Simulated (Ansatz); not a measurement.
**MgO under changes of volume**

One of the cells (10.016 Å³/atom); the others are scaled copies at fixed shape and fractional positions:

```
Mg O
1.0
     2.93802    0.00000    0.00000
    -1.46901    2.54440    0.00000
     0.00000    0.00000    2.67968
Mg O
1 1
Direct
  0.00000 0.00000 0.00000
  0.33333 0.66667 0.50000
```

Measurements of this composition are mostly on another form, of space group No. 225.

* Program: Ansatz 0.2.0
* Functional: PBEsol
* Potentials or basis: all-electron LAPW, scalar-relativistic
* Cutoff: 295 eV (chosen from the basis error)
* Basis error allowed: 0.001 eV/atom
* k mesh: 10 × 10 × 10
* Occupations: fermi-dirac, width 0.05 eV
* Spin: no spin polarisation

```csv
volume (Å³/atom),energy over the lowest point (meV/atom),pressure (GPa),gap on the mesh (eV)
9.415,?,?,?
9.615,0.52,2.0,3.24
9.816,0.00,-1.1,3.08
10.016,3.08,-3.8,2.93
10.216,9.40,-6.3,2.79
10.417,18.66,-8.5,2.65
10.617,30.56,-10.5,2.52
```

Q: What does the run at 9.415 Å³/atom give?

A: Energy over the lowest point 5.06 meV/atom; pressure 5.3 GPa; gap on the mesh 3.40 eV.

Worked out: A Birch-Murnaghan fit of order 3 (a polynomial in V^(-2/3)) to the other rows has its minimum at 9.74 Å³/atom with B0 = V·E''(V) = 145 GPa and B' = 3.9 at fixed shape and positions, which overstates the stiffness. It gives 5.00 meV/atom at 9.415 Å³/atom, against the run's 5.06, and -dE/dV = 5.3 GPa, against 5.3. A straight line through the other rows of the gap, of slope -7.25 eV per unit of ln V, extrapolates to 3.39 eV, against the run's 3.40.

Energies are extrapolated to zero smearing.

A mesh can miss the band edges.

The runs don't all hold the same shells in valence.
